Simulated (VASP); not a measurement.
# SnSe (Pnma) in VASP: notebook

One crystal, SnSe, is run at these levels: PBE, rev-vdW-DF2; tasks: relaxation of cell and atoms.

Everything below comes from runs of VASP 6.6.1. Logs are shortened: lines on timing, memory, paths and dates and some standing lists are left out, and cuts for length are marked.

**1. The structure**

The structure is orthorhombic, space group Pnma (No. 62). The conventional cell has a = 11.420 Å, b = 4.190 Å, c = 4.460 Å, α = 90.00°, β = 90.00°, γ = 90.00°. Sn (site symmetry m) has 3 Se at 2.69 to 2.83 Å as nearest neighbours. Se (site symmetry m) is surrounded by 3 Sn at 2.69 to 2.83 Å.

**2. Relaxation of cell and atoms, PBE**

File INCAR:

```
SYSTEM = SnSe
ALGO = Normal
EDIFF = 1E-6
EDIFFG = -0.01
ENCUT = 600
GGA = PE
IBRION = 2
ISIF = 3
ISMEAR = 0
KPAR = 2
LASPH = .TRUE.
LCHARG = .FALSE.
LREAL = .FALSE.
LWAVE = .FALSE.
NELM = 80
NSW = 90
PREC = Accurate
SIGMA = 0.03
```

File KPOINTS:

```
k-points
0
G
  4 8 8
  0 0 0
```

File POSCAR:

```
SnSe
1.0
   11.4200000000      0.0000000000      0.0000000000
    0.0000000000      4.1900000000      0.0000000000
    0.0000000000      0.0000000000      4.4600000000
Sn Se
4 4
Direct
    0.1230000000      0.2500000000      0.0910000000
    0.3770000000      0.7500000000      0.5910000000
    0.6230000000      0.2500000000      0.4090000000
    0.8770000000      0.7500000000      0.9090000000
    0.3570000000      0.2500000000      0.0160000000
    0.1430000000      0.7500000000      0.5160000000
    0.8570000000      0.2500000000      0.4840000000
    0.6430000000      0.7500000000      0.9840000000
```

Potentials or basis: VASP PAW PBE potentials, release 64 (Sn_d, Se).

Run with:

```bash
cat potpaw_PBE.64/Sn_d/POTCAR potpaw_PBE.64/Se/POTCAR > POTCAR
mpirun -np 2 vasp_std > vasp.out
```

OUTCAR:

```text
SYSTEM = SnSe
   EDIFF = 1E-6
   EDIFFG = -0.01
   ENCUT = 600
   GGA = PE
   IBRION = 2
   ISIF = 3
   ISMEAR = 0
   LASPH = .TRUE.
   LREAL = .FALSE.
   NELM = 80
   NSW = 90
   PREC = Accurate

 ion  position               nearest neighbor table
   1  0.123  0.250  0.091-   5 2.69   6 2.83   6 2.83   4 3.60   4 3.60
   2  0.377  0.750  0.591-   6 2.69   5 2.83   5 2.83   3 3.60   3 3.60
   3  0.623  0.250  0.409-   7 2.69   8 2.83   8 2.83   2 3.60   2 3.60
   4  0.877  0.750  0.909-   8 2.69   7 2.83   7 2.83   1 3.60   1 3.60
   5  0.357  0.250  0.016-   1 2.69   2 2.83   2 2.83
   6  0.143  0.750  0.516-   2 2.69   1 2.83   1 2.83
   7  0.857  0.250  0.484-   3 2.69   4 2.83   4 2.83
   8  0.643  0.750  0.984-   4 2.69   3 2.83   3 2.83

  LATTYP: Found a simple orthorhombic cell.
 ALAT       =     4.1900000000
 B/A-ratio  =     1.0644391408
 C/A-ratio  =     2.7255369928

  Lattice vectors:

 A1 = (   0.0000000000,   4.1900000000,   0.0000000000)
 A2 = (   0.0000000000,   0.0000000000,   4.4600000000)
 A3 = (  11.4200000000,   0.0000000000,   0.0000000000)

Analysis of symmetry for initial positions (statically):
=====================================================================
 Subroutine PRICEL returns:
 Original cell was already a primitive cell.

 Routine SETGRP: Setting up the symmetry group for a
 simple orthorhombic supercell.

 Subroutine GETGRP returns: Found  8 space group operations
 (whereof  2 operations were pure point group operations)
 out of a pool of  8 trial point group operations.

The static configuration has the point symmetry S_2 .
 The point group associated with its full space group is D_2h.

Analysis of symmetry for dynamics (positions and initial velocities):
=====================================================================
 Subroutine PRICEL returns:
 Original cell was already a primitive cell.

 Routine SETGRP: Setting up the symmetry group for a
 simple orthorhombic supercell.

 Subroutine GETGRP returns: Found  8 space group operations
 (whereof  2 operations were pure point group operations)
 out of a pool of  8 trial point group operations.

The dynamic configuration has the point symmetry S_2 .
 The point group associated with its full space group is D_2h.

 Subroutine INISYM returns: Found  8 space group operations
 (whereof  2 operations are pure point group operations),
 and found     1 'primitive' translations

----------------------------------------------------------------------------------------

                                     Primitive cell

  volume of cell :     213.4101

  direct lattice vectors                    reciprocal lattice vectors
    11.420000000  0.000000000  0.000000000     0.087565674  0.000000000  0.000000000
     0.000000000  4.190000000  0.000000000     0.000000000  0.238663484  0.000000000
     0.000000000  0.000000000  4.460000000     0.000000000  0.000000000  0.224215247

  length of vectors
    11.420000000  4.190000000  4.460000000     0.087565674  0.238663484  0.224215247

  position of ions in fractional coordinates (direct lattice)
     0.123000000  0.250000000  0.091000000
     0.377000000  0.750000000  0.591000000
     0.623000000  0.250000000  0.409000000
     0.877000000  0.750000000  0.909000000
     0.357000000  0.250000000  0.016000000
     0.143000000  0.750000000  0.516000000
     0.857000000  0.250000000  0.484000000
     0.643000000  0.750000000  0.984000000

  ion indices of the primitive-cell ions
   primitive index   ion index
                 1           1
                 2           2
                 3           3
                 4           4
                 5           5
                 6           6
                 7           7
                 8           8

----------------------------------------------------------------------------------------

 KPOINTS: k-points

Automatic generation of k-mesh.
 Grid dimensions read from file:
 generate k-points for:    4    8    8

 Generating k-lattice:

  Cartesian coordinates                     Fractional coordinates (reciprocal lattice)
     0.021891419  0.000000000  0.000000000     0.250000000  0.000000000  0.000000000
     0.000000000  0.029832936  0.000000000     0.000000000  0.125000000  0.000000000
     0.000000000  0.000000000  0.028026906     0.000000000  0.000000000  0.125000000

  Length of vectors
     0.021891419  0.029832936  0.028026906

  Shift w.r.t. Gamma in fractional coordinates (k-lattice)
     0.000000000  0.000000000  0.000000000

 Subroutine IBZKPT returns following result:
 ===========================================

 Found     75 irreducible k-points:

 Following reciprocal coordinates:
            Coordinates               Weight
  0.000000  0.000000  0.000000      1.000000
  0.250000  0.000000  0.000000      2.000000
  0.500000  0.000000  0.000000      1.000000
  0.000000  0.125000  0.000000      2.000000
  0.250000  0.125000  0.000000      4.000000
  0.500000  0.125000  0.000000      2.000000
[... 16 lines left out ...]
  0.250000  0.250000  0.125000      8.000000
  0.500000  0.250000  0.125000      4.000000
 [... further k-points ...]
   k-points           NKPTS =     75   k-points in BZ     NKDIM =     75   number of bands    NBANDS=     48
   number of dos      NEDOS =    301   number of ions     NIONS =      8
   total plane-waves  NPLWV = 124416
   dimension x,y,z NGX =    96 NGY =   36 NGZ =   36
   dimension x,y,z NGXF=   192 NGYF=   72 NGZF=   72
   ions per type =               4   4
   NGX,Y,Z   is equivalent  to a cutoff of  13.98, 14.28, 13.42 a.u.
   NGXF,Y,Z  is equivalent  to a cutoff of  27.95, 28.57, 26.84 a.u.
 SYSTEM =  SnSe
   PREC   = accura    normal or accurate (medium, high low for compatibility)
   ISTART =      0    job   : 0-new  1-cont  2-samecut
   ICHARG =      2    charge: 1-file 2-atom 10-const
   ISPIN  =      1    spin polarized calculation?
   LNONCOLLINEAR =      F non collinear calculations
   LSORBIT =      F    spin-orbit coupling
   LASPH  =      T    aspherical Exc in radial PAW
   ENCUT  =  600.0 eV  44.10 Ry    6.64 a.u.  22.81  8.37  8.91*2*pi/ulx,y,z
   NELM   =     80;   NELMIN=  2; NELMDL= -5     # of ELM steps
   EDIFF  = 0.1E-05   stopping-criterion for ELM
   LREAL  =      F    real-space projection
   EDIFFG = -.1E-01   stopping-criterion for IOM
   NSW    =     90    number of steps for IOM
   IBRION =      2    ionic relax: 0-MD 1-quasi-New 2-CG
   NFREE  =      1    steps in history (QN), initial steepest desc. (CG)
   ISIF   =      3    stress and relaxation
   ISYM   =      2    0-nonsym 1-usesym 2-fastsym
   POTIM  = 0.5000    time-step for ionic-motion
   TEBEG  =    0.0;   TEEND  =   0.0 temperature during run
   PSTRESS=    0.0 pullay stress
   NELECT =      80.0000    total number of electrons
   NUPDOWN=      -1.0000    fix difference up-down
   EMIN   =  10.00;   EMAX   =-10.00  energy-range for DOS
   EFERMI =   0.00;   METHOD = LEGACY
   ISMEAR =     0;   SIGMA  =   0.03  broadening in eV -4-tet -1-fermi 0-gaus
   EFERMI_NEDOS =   21; number of points for ismear=-14 and -15
   IALGO  =     38    algorithm
   IMIX   =      4    mixing-type and parameters
     AMIX     =   0.40;   BMIX     =  1.00
     AMIX_MAG =   1.60;   BMIX_MAG =  1.00
  volume/ion in A,a.u.               =      26.68       180.02
  Fermi-wavevector in a.u.,A,eV,Ry     =   1.180411  2.230653 18.957944  1.393370
  Thomas-Fermi vector in A             =   2.316704
   LORBIT       =      0    0 simple, 1 ext, 2 COOP (PROOUT), +10 PAW based schemes
   GGA     = PE    functional components
   LHFCALC =     F    Hartree Fock is set to
   AEXX    =    0.0000 exact exchange contribution
   IVDW    =     0    specifies the selected vdW correction
   LEPSILON=     F    determine dielectric tensor
   LRPA    =     F    only Hartree local field effects (RPA)
 conjugate gradient relaxation of ions
 non-spin polarized calculation
 Gauss-broadening in eV      SIGMA  =   0.03
  energy-cutoff  :      600.00
  volume of cell :      213.41
 maximum number of plane-waves:      7156
 NGX is ok and might be reduce to    96
   NGX = 45   NGY = 17   NGZ = 17

--------------------------------------- Ionic step        1  -------------------------------------------

 number of electron      79.9999997 magnetization

 Free energy of the ion-electron system (eV)
  ---------------------------------------------------
  ext. energy  EPLUGINS =         0.00000000
  ---------------------------------------------------
  free energy    TOTEN  =       -32.77518741 eV

  energy without entropy =      -32.77518741  energy(sigma->0) =      -32.77518741

------------------------ aborting loop because EDIFF is reached ----------------------------------------

  FORCE on cell =-STRESS in cart. coord.  units (eV):
  Direction    XX          YY          ZZ          XY          YZ          ZX
  --------------------------------------------------------------------------------------
  -------------------------------------------------------------------------------------
  Total        5.6376076      2.1587744      1.8930401      0.0000000      0.0000000      0.0000000
  in kB       42.3243643     16.2070082     14.2120067      0.0000000      0.0000000      0.0000000
  external PRESSURE =      24.2477931 kB  Pullay stress =       0.0000000 kB
[... 107 lines left out ...]
  FREE ENERGIE OF THE ION-ELECTRON SYSTEM (eV)
  ---------------------------------------------------
  free  energy   TOTEN  =       -32.8677411216 eV

  energy  without entropy=      -32.8677411216  energy(sigma->0) =      -32.86774112

[... ionic steps 4 to 32 ...]

--------------------------------------- Ionic step       33  -------------------------------------------

 number of electron      79.9999985 magnetization

------------------------ aborting loop because EDIFF is reached ----------------------------------------
[... 79 lines left out ...]
--------------------------------------- Ionic step       35  -------------------------------------------

 number of electron      79.9999978 magnetization

 Free energy of the ion-electron system (eV)
  ---------------------------------------------------
  ext. energy  EPLUGINS =         0.00000000
  ---------------------------------------------------
  free energy    TOTEN  =       -32.88631885 eV

  energy without entropy =      -32.88631885  energy(sigma->0) =      -32.88631885

 E-fermi :   4.9358     XC(G=0):  -9.4322

 val. band max:        4.8125674621   @ k =   0.0000   0.0000   0.3750
 cond. band min:       5.4836854844   @ k =   0.0000   0.3750   0.0000
 fundamental gap:      0.6711180223
 Fermi energy:         4.9357938850

 k-point     1 :       0.0000    0.0000    0.0000
  band No.  band energies     occupation
      1     -16.4652      2.00000
      2     -16.4576      2.00000
      3     -16.4539      2.00000
      4     -16.4515      2.00000
      5     -16.4512      2.00000
      6     -16.4484      2.00000
[... 1213 lines left out ...]
     47       8.0741      0.00000
     48       8.0741      0.00000

 [... further k-points ...]

------------------------ aborting loop because EDIFF is reached ----------------------------------------

  FORCE on cell =-STRESS in cart. coord.  units (eV):
  Direction    XX          YY          ZZ          XY          YZ          ZX
  --------------------------------------------------------------------------------------
  -------------------------------------------------------------------------------------
  Total        0.0602622      0.0797415      0.0197426      0.0000000      0.0000000      0.0000000
  in kB        0.4274416      0.5656085      0.1400350      0.0000000      0.0000000      0.0000000
  external PRESSURE =       0.3776950 kB  Pullay stress =       0.0000000 kB
[... 23 lines left out ...]
  FREE ENERGIE OF THE ION-ELECTRON SYSTEM (eV)
  ---------------------------------------------------
  free  energy   TOTEN  =       -32.8863188504 eV

  energy  without entropy=      -32.8863188504  energy(sigma->0) =      -32.88631885

 reached required accuracy - stopping structural energy minimisation
```

Run time: 63 min. Hardware: 2 MPI ranks of Intel Xeon 6975P-C (Granite Rapids), shared host; peak memory 0.87 GiB.

Results:

| Property | Result |
| --- | --- |
| Free energy | -32.8863 eV |
| Relaxed volume | 28.24 Å³/atom |
| Relaxed cell | a = 11.776 Å, b = 4.204 Å, c = 4.563 Å, α = 90.00°, β = 90.00°, γ = 90.00° |
| Space group after relaxing (to 0.05 Å) | Pnma (No. 62) |
| Energy gained by relaxing | 13.9 meV/atom |
| Ionic steps | 35 |
| Pressure after relaxing | 0.0 GPa |
| Largest force after relaxing | 0.010 eV/Å |
| Band gap on the k mesh | 0.67 eV, indirect (least direct gap 0.93 eV) |

Forces in eV/Å, atoms in the order of the input:
```
Sn  -0.001  0.000  0.005
Sn   0.001  0.000  0.005
Sn  -0.001  0.000 -0.005
Sn   0.001  0.000 -0.005
Se  -0.003  0.000 -0.009
Se   0.003  0.000 -0.009
Se  -0.003  0.000  0.009
Se   0.003  0.000  0.009
```

Step by step:
| step | energy change (eV) | largest force (eV/Å) | pressure (GPa) | volume (Å³) |
| --- | --- | --- | --- | --- |
| 1 | 0.0000 | 0.3318 | 2.42 | 213.41 |
| 2 | -0.0773 | 0.2142 | -0.90 | 226.09 |
| 3 | -0.0926 | 0.0984 | -0.02 | 222.21 |
| 4 | -0.0963 | 0.0760 | 0.06 | 222.29 |
| 5 | -0.0989 | 0.0723 | 0.19 | 222.42 |
| 6 | -0.1019 | 0.0532 | 0.06 | 223.61 |
| 7 | -0.1033 | 0.0285 | -0.19 | 226.28 |
| 8 | -0.1037 | 0.0303 | -0.13 | 225.49 |
| 9 | -0.1047 | 0.0285 | 0.07 | 225.34 |
| 10 | -0.1047 | 0.0312 | 0.08 | 225.32 |
| 11 | -0.1058 | 0.0210 | 0.02 | 225.85 |
| 12 | -0.1060 | 0.0191 | -0.02 | 226.32 |
| 13 | -0.1065 | 0.0244 | -0.02 | 226.47 |
| 14 | -0.1066 | 0.0310 | -0.02 | 226.57 |
| 15 | -0.1072 | 0.0269 | -0.01 | 226.44 |
| 16 | -0.1083 | 0.0181 | 0.06 | 226.05 |
| 17 | -0.1086 | 0.0343 | 0.22 | 225.27 |
| 18 | -0.1088 | 0.0255 | 0.14 | 225.63 |
| 19 | -0.1091 | 0.0231 | 0.12 | 225.73 |
| 20 | -0.1096 | 0.0158 | 0.04 | 226.04 |
| 21 | -0.1098 | 0.0301 | -0.09 | 226.64 |
| 22 | -0.1099 | 0.0230 | -0.07 | 226.45 |
| 23 | -0.1100 | 0.0187 | -0.04 | 226.37 |
| 24 | -0.1102 | 0.0120 | 0.00 | 226.23 |
| 25 | -0.1102 | 0.0136 | 0.00 | 226.19 |
| 26 | -0.1103 | 0.0137 | 0.02 | 226.17 |
| 27 | -0.1104 | 0.0178 | 0.02 | 226.10 |
| 28 | -0.1104 | 0.0205 | 0.04 | 226.08 |
| 29 | -0.1105 | 0.0189 | 0.01 | 226.16 |
| 30 | -0.1106 | 0.0156 | -0.05 | 226.40 |
| 31 | -0.1108 | 0.0126 | -0.03 | 226.32 |
| 32 | -0.1109 | 0.0115 | 0.02 | 226.07 |
| 33 | -0.1110 | 0.0096 | 0.03 | 226.05 |
| 34 | -0.1112 | 0.0041 | 0.03 | 226.00 |
| 35 | -0.1111 | 0.0100 | 0.04 | 225.88 |

Final structure:
```xyz
8
Lattice="11.7764 0.0000 0.0000 0.0000 4.2036 0.0000 0.0000 0.0000 4.5629" Properties=species:S:1:pos:R:3 pbc="T T T"
Sn    1.4254    1.0509    0.5322
Sn    4.4628    3.1527    2.8137
Sn    7.3136    1.0509    1.7492
Sn   10.3510    3.1527    4.0307
Se    4.1819    1.0509    0.1180
Se    1.7063    3.1527    2.3994
Se   10.0701    1.0509    2.1635
Se    7.5945    3.1527    4.4450
```

Levels at points of the mesh, in eV from the valence-band top:
```tsv
k point	band 36	band 37	band 38	band 39	band 40	band 41	band 42	band 43	band 44	band 45
(0.00, 0.00, 0.00)	-1.76	-1.45	-1.11	-0.63	-0.45	0.82	2.79	2.99	3.05	3.25
(0.50, 0.00, 0.00)	-1.93	-1.69	-1.69	-0.48	-0.48	2.52	2.52	2.70	2.70	3.75
(0.00, 0.50, 0.00)	-1.60	-0.88	-0.88	-0.80	-0.80	1.11	1.11	1.23	1.23	1.89
(0.50, 0.50, 0.00)	-1.98	-0.96	-0.96	-0.96	-0.96	1.41	1.41	1.41	1.41	2.26
(0.00, 0.00, 0.50)	-1.33	-0.72	-0.72	-0.21	-0.21	1.28	1.28	1.65	1.65	1.93
(0.50, 0.00, 0.50)	-1.65	-0.42	-0.42	-0.24	-0.24	1.27	1.27	1.70	1.70	1.97
(0.00, 0.50, 0.50)	-2.94	-2.13	-2.13	-1.26	-1.26	2.63	2.63	3.06	3.06	4.55
(0.50, 0.50, 0.50)	-3.45	-1.44	-1.44	-1.44	-1.44	2.56	2.56	2.56	2.56	4.58
```

Caveat: spin-orbit coupling is left out, which moves the levels of the heavy elements; this functional lacks dispersion, which binds the layers, so the pressure and a relaxed spacing across them are unreliable.

(Continued in part 2 of 2.)
